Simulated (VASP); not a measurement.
# Zr in VASP: work function with PBEsol

Aim: the work function of Zr with PBEsol.

Program: VASP 6.6.1. These are calculated values, not measurements. Logs are shortened: lines on timing, memory, paths and dates and some standing lists are left out, and cuts for length are marked.

**1. Starting point**

The cell holds a slab with vacuum, 16 atoms: a = 6.657 Å, b = 6.657 Å, c = 33.772 Å, α = 90.00°, β = 90.00°, γ = 120.00°.

The cell was built by a generator and needn't be a form met in nature.

**2. Work function, PBEsol**

INCAR

```
PREC = Accurate ; ENCUT = 520
EDIFF = 1E-6 ; ISMEAR = 1
SIGMA = 0.1 ; LREAL = False
LASPH = True ; NELM = 100
ALGO = Normal ; ISIF = 2
LWAVE = False ; LCHARG = True
LDIPOL = True ; IDIPOL = 3
DIPOL = 0.5 0.5 0.500 ; GGA = PS
LVHAR = True ; LVACPOTAV = True
KPAR = 4
```

KPOINTS

```
regular mesh
0
Gamma
  6 6 1
```

POSCAR

```
Zr                                      
1.0
    0.0000000000      6.6573457000      0.0000000000
   -5.7654304600     -3.3286729000      0.0000000000
    0.0000000000      0.0000000000     33.7719694300
  Zr            
    16
Direct
     0.6666669999999968    0.0000000000000000    0.3932993307576996
     0.6666669999999968    0.5000000000000000    0.3932993307576996
     0.1666669999999968    0.0000000000000000    0.3932993307576996
     0.1666669999999968    0.5000000000000000    0.3932993307576996
     0.5000009999999975    0.6666659999999993    0.4614968661389044
     0.5000009999999975    0.1666659999999993    0.4614968661389044
     0.0000009999999975    0.6666659999999993    0.4614968661389044
     0.0000009999999975    0.1666659999999993    0.4614968661389044
     0.6666669999999968    0.0000000000000000    0.5385031338610956
     0.6666669999999968    0.5000000000000000    0.5385031338610956
     0.1666669999999968    0.0000000000000000    0.5385031338610956
     0.1666669999999968    0.5000000000000000    0.5385031338610956
     0.5000009999999975    0.6666659999999993    0.6067006692423004
     0.5000009999999975    0.1666659999999993    0.6067006692423004
     0.0000009999999975    0.6666659999999993    0.6067006692423004
     0.0000009999999975    0.1666659999999993    0.6067006692423004
```

Potentials or basis: VASP PAW PBE potentials, release 64 (Zr_sv).

On the command line:

```bash
$ cat potpaw_PBE.64/Zr_sv/POTCAR > POTCAR
$ mpirun -np 4 vasp_std > vasp.out
```

OUTCAR:

```text
PREC = Accurate
   ENCUT = 520
   EDIFF = 1E-6
   ISMEAR = 1
   LREAL = False
   LASPH = True
   NELM = 100
   ISIF = 2
   GGA = PS

 ion  position               nearest neighbor table
   1  0.667  0.000  0.393-   6 3.00   5 3.00   8 3.00   4 3.33   4 3.33   2 3.33   2 3.33   3 3.33
                             3 3.33
   2  0.667  0.500  0.393-   5 3.00   6 3.00   7 3.00   3 3.33   3 3.33   1 3.33   1 3.33   4 3.33
                             4 3.33
   3  0.167  0.000  0.393-   8 3.00   7 3.00   6 3.00   2 3.33   2 3.33   4 3.33   4 3.33   1 3.33
                             1 3.33
   4  0.167  0.500  0.393-   7 3.00   8 3.00   5 3.00   1 3.33   1 3.33   3 3.33   3 3.33   2 3.33
                             2 3.33
   5  0.500  0.667  0.461-   2 3.00   1 3.00   4 3.00  10 3.23   9 3.23  12 3.23   8 3.33   8 3.33
                             6 3.33   6 3.33   7 3.33   7 3.33
   6  0.500  0.167  0.461-   1 3.00   2 3.00   3 3.00   9 3.23  10 3.23  11 3.23   7 3.33   7 3.33
                             5 3.33   5 3.33   8 3.33   8 3.33
   7  0.000  0.667  0.461-   4 3.00   3 3.00   2 3.00  12 3.23  11 3.23  10 3.23   6 3.33   6 3.33
                             8 3.33   8 3.33   5 3.33   5 3.33
   8  0.000  0.167  0.461-   3 3.00   4 3.00   1 3.00  11 3.23  12 3.23   9 3.23   5 3.33   5 3.33
                             7 3.33   7 3.33   6 3.33   6 3.33
   9  0.667  0.000  0.539-  14 3.00  13 3.00  16 3.00   6 3.23   5 3.23   8 3.23  12 3.33  12 3.33
[... 22 lines left out ...]
 A1 = (   0.0000000000,   6.6573457000,   0.0000000000)
 A2 = (  -5.7654304600,  -3.3286729000,   0.0000000000)
 A3 = (   0.0000000000,   0.0000000000,  33.7719694300)

Analysis of symmetry for initial positions (statically):
=====================================================================
 Subroutine PRICEL returns following result:

  LATTYP: Found a hexagonal cell.
 ALAT       =     3.3286728500
 C/A-ratio  =    10.1457760951

  Lattice vectors:

 A1 = (   0.0000000000,   3.3286728500,   0.0000000000)
 A2 = (  -2.8827152300,  -1.6643364500,   0.0000000000)
 A3 = (   0.0000000000,   0.0000000000,  33.7719694300)

   4 primitive cells build up your supercell.

 Routine SETGRP: Setting up the symmetry group for a
 hexagonal supercell.

 Subroutine GETGRP returns: Found 12 space group operations
 (whereof  2 operations were pure point group operations)
 out of a pool of 24 trial point group operations.

The static configuration has the point symmetry C_2 .
 The point group associated with its full space group is D_3d.

Analysis of symmetry for dynamics (positions and initial velocities):
=====================================================================
 Subroutine PRICEL returns following result:

  LATTYP: Found a hexagonal cell.
 ALAT       =     3.3286728500
 C/A-ratio  =    10.1457760951

  Lattice vectors:

[... 116 lines left out ...]
   EFERMI_NEDOS =   21; number of points for ismear=-14 and -15
   IALGO  =     38    algorithm
   IMIX   =      4    mixing-type and parameters
     AMIX     =   0.40;   BMIX     =  1.00
     AMIX_MAG =   1.60;   BMIX_MAG =  1.00
  volume/ion in A,a.u.               =      81.02       546.72
  Fermi-wavevector in a.u.,A,eV,Ry     =   0.866188  1.636858 10.208202  0.750282
  Thomas-Fermi vector in A             =   1.984541
   LORBIT       =      0    0 simple, 1 ext, 2 COOP (PROOUT), +10 PAW based schemes
   GGA     = PS    functional components
   LHFCALC =     F    Hartree Fock is set to
   AEXX    =    0.0000 exact exchange contribution
   IVDW    =     0    specifies the selected vdW correction
   LEPSILON=     F    determine dielectric tensor
   LRPA    =     F    only Hartree local field effects (RPA)
 non-spin polarized calculation
 Methfessel and Paxton  Order N= 1 SIGMA  =   0.10
  energy-cutoff  :      520.00
  volume of cell :     1296.25
 maximum number of plane-waves:     35021
 NGX is ok and might be reduce to    50
   NGX = 25   NGY = 25   NGZ =125

 number of electron     192.0000000 magnetization

 dipolmoment           0.000000      0.000000     -0.000000 electrons x Angstroem

 Free energy of the ion-electron system (eV)
  ---------------------------------------------------
  ext. energy  EPLUGINS =         0.00000000
  ---------------------------------------------------
  free energy    TOTEN  =      -136.44211738 eV

  energy without entropy =     -136.42143396  energy(sigma->0) =     -136.43522291

 E-fermi :  -0.2872     XC(G=0):  -3.8501

 val. band max:       -0.2880369044   @ k =   0.3333   0.1667   0.0000
 cond. band min:      -0.2849117405   @ k =   0.3333   0.0000   0.0000
 fundamental gap:      0.0031251639
 Fermi energy:        -0.2872019401

 k-point     1 :       0.0000    0.0000    0.0000
  band No.  band energies     occupation
      1     -49.2555      2.00000
      2     -49.2532      2.00000
      3     -49.1827      2.00000
      4     -49.1827      2.00000
      5     -49.1827      2.00000
      6     -49.1826      2.00000
[... 766 lines left out ...]
    107       0.0967     -0.00000
    108       0.4366     -0.00000
 [bands above 108 left out]

------------------------ aborting loop because EDIFF is reached ----------------------------------------

  FORCE on cell =-STRESS in cart. coord.  units (eV):
  Direction    XX          YY          ZZ          XY          YZ          ZX
  --------------------------------------------------------------------------------------
  -------------------------------------------------------------------------------------
  Total      -19.4269254    -19.4269257      0.2062161     -0.0000002     -0.0000000      0.0000000
  in kB      -24.0118389    -24.0118392      0.2548848     -0.0000002     -0.0000000      0.0000000
  external PRESSURE =     -15.9229311 kB  Pullay stress =       0.0000000 kB

 VOLUME and BASIS-vectors are now :
 -----------------------------------------------------------------------------
  energy-cutoff  :      520.00
  volume of cell :     1296.25
      direct lattice vectors                 reciprocal lattice vectors
     0.000000000  6.657345700  0.000000000    -0.086723795  0.150210015  0.000000000
    -5.765430460 -3.328672900  0.000000000    -0.173447587  0.000000000  0.000000000
     0.000000000  0.000000000 33.771969430     0.000000000  0.000000000  0.029610355

 POSITION                                       TOTAL-FORCE (eV/Angst)
 -----------------------------------------------------------------------------------
      0.00000      4.43823     13.28249        -0.000000      0.000000     -0.007838
     -2.88272      2.77390     13.28249         0.000000      0.000000     -0.007838
      0.00000      1.10956     13.28249        -0.000000     -0.000000     -0.007838
     -2.88272     -0.55478     13.28249         0.000000      0.000000     -0.007838
     -3.84362      1.10957     15.58566         0.000000      0.000000     -0.013523
     -0.96090      2.77390     15.58566        -0.000000     -0.000000     -0.013523
[... 8 lines left out ...]
     -3.84362     -2.21911     20.48948        -0.000000     -0.000000      0.007838
     -0.96090     -0.55477     20.48948        -0.000000      0.000000      0.007838
 -----------------------------------------------------------------------------------
    total drift:                               -0.011341      0.005103     -0.000004

  FREE ENERGIE OF THE ION-ELECTRON SYSTEM (eV)
  ---------------------------------------------------
  free  energy   TOTEN  =      -136.4421173777 eV

  energy  without entropy=     -136.4214339630  energy(sigma->0) =     -136.43522291

 vacuum level on the upper side and lower side of the slab         3.819         3.819
```

OSZICAR:

```text
N       E                     dE             d eps       ncg     rms          rms(c)
DAV:   1     0.202570154653E+04    0.20257E+04   -0.95170E+04  2034   0.140E+03
DAV:   2     0.642748551517E+02   -0.19614E+04   -0.19233E+04  1927   0.425E+02
DAV:   3    -0.116530419573E+03   -0.18081E+03   -0.17636E+03  2361   0.906E+01
[... 29 lines left out ...]
DAV:  33    -0.136442103005E+03   -0.61346E-05   -0.83478E-07  1068   0.406E-03    0.447E-03
DAV:  34    -0.136442111455E+03   -0.84497E-05   -0.13868E-06  1100   0.588E-03    0.101E-02
DAV:  35    -0.136442114819E+03   -0.33640E-05   -0.27200E-06  1356   0.749E-03    0.320E-03
DAV:  36    -0.136442116419E+03   -0.16004E-05   -0.44817E-07  1044   0.197E-03    0.238E-03
DAV:  37    -0.136442117378E+03   -0.95847E-06   -0.55186E-07  1012   0.254E-03
   1 F= -.13644212E+03 E0= -.13643522E+03  d E =-.206834E-01
```

stdout:

```text
POSCAR found type information on POSCAR Zr
 POSCAR found :  1 types and      16 ions
 scaLAPACK will be used
 -----------------------------------------------------------------------------
|                                                                             |
[... 23 lines left out ...]
|     field-free region was found. Please increase the size of  your cell     |
|     in the dimension of the dipole correction to obtain accurate            |
|     workfunction values.                                                    |
|                                                                             |
 -----------------------------------------------------------------------------
```

Run time: 20 min. Hardware: 4 MPI ranks of Intel Xeon 6975P-C (Granite Rapids), shared host; peak memory 1.6 GiB.

Results:

```
Free energy                     : -136.4421 eV
Largest force                   : 0.014 eV/Å
Band gap on the k mesh          : none (metal or under the smearing width)
Work function of the upper face : 4.11 eV
Work function of the lower face : 4.11 eV
```

Forces in eV/Å, atoms in the order of the input:
```
Zr   0.000  0.000 -0.008
Zr   0.000  0.000 -0.008
Zr   0.000  0.000 -0.008
Zr   0.000  0.000 -0.008
Zr   0.000  0.000 -0.014
Zr   0.000  0.000 -0.014
Zr   0.000  0.000 -0.014
Zr   0.000  0.000 -0.014
Zr   0.000  0.000  0.014
Zr   0.000  0.000  0.014
Zr   0.000  0.000  0.014
Zr   0.000  0.000  0.014
Zr   0.000  0.000  0.008
Zr   0.000  0.000  0.008
Zr   0.000  0.000  0.008
Zr   0.000  0.000  0.008
```

Levels at points of the mesh, in eV from the Fermi level:
```
           k point  band 93  band 94  band 95  band 96  band 97  band 98  band 99  band 100  band 101  band 102
(0.00, 0.00, 0.00)     0.25     0.25     0.40     0.40     0.40     0.44     0.44      0.52      0.52      0.69
(0.50, 0.00, 0.00)    -0.43    -0.43    -0.37    -0.37    -0.23    -0.23     0.03      0.03      0.33      0.33
```

Caveat: the PAW data sets were made with another functional, which shifts forces and pressure a little.
